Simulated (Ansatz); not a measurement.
# Cu2O (Cuprite): single point with r2SCANh

**Experimental background.**

“Importance of surface oxygen vacancies for ultrafast hot carrier relaxation and transport in Cu2O”, 2021, arxiv:2103.03167 quotes, for a bulk crystal of Cu2O: band gap 2.17 eV (direct).

The system is Cu2O (Cuprite).

```xyz
6
Lattice="4.2600 0.0000 0.0000 0.0000 4.2600 0.0000 0.0000 0.0000 4.2600" Properties=species:S:1:pos:R:3 pbc="T T T"
Cu    3.1950    1.0650    3.1950
Cu    3.1950    3.1950    1.0650
Cu    1.0650    3.1950    3.1950
Cu    1.0650    1.0650    1.0650
O     2.1300    2.1300    2.1300
O     0.0000    0.0000    0.0000
```

* Program: Ansatz 0.2.0
* Task: single point
* Functional: r2SCANh
* Potentials or basis: Ansatz PAW
* Cutoff: 500 eV (not typed: the program's choice for these potentials)
* k mesh: 4 × 4 × 4
* Occupations: fermi-dirac, width 0.05 eV
* Spin: no spin polarisation

| Property | Result |
| --- | --- |
| Pressure | -1.0 GPa |
| Band gap on the k mesh | 1.63 eV, direct |

Levels at points of the mesh, in eV from the valence-band top:
| k point | band 41 | band 42 | band 43 | band 44 | band 45 | band 46 | band 47 | band 48 |
| --- | --- | --- | --- | --- | --- | --- | --- | --- |
| (0.00, 0.00, 0.00) | -1.93 | 0.00 | 0.00 | 0.00 | 1.63 | 2.24 | 2.24 | 9.54 |
| (0.00, 0.00, -0.50) | -1.51 | -1.51 | -0.35 | -0.35 | 3.42 | 3.42 | 5.35 | 5.35 |
| (0.00, -0.50, -0.50) | -1.53 | -1.53 | -0.68 | -0.68 | 3.03 | 3.03 | 5.08 | 5.08 |
| (-0.50, -0.50, -0.50) | -0.90 | -0.68 | -0.68 | -0.68 | 3.53 | 3.53 | 3.53 | 6.28 |

Run time: 43 s on 2 threads of Arm Neoverse V1, on a shared host, peak memory 1.5 GiB.

Against the measured gap of Cu2O, 2.17 eV (direct; quoted in “Importance of surface oxygen vacancies for ultrafast hot carrier relaxation and transport in Cu2O”, 2021, arxiv:2103.03167), the calculated 1.63 eV is off by -0.54 eV. The value is that of r2SCANh, without temperature or zero-point motion.

Caveat: the PAW data sets come from PBE, with cores solved anew for the run's functional, which leaves a small shift of forces and pressure; the thresholds are loose for stress.
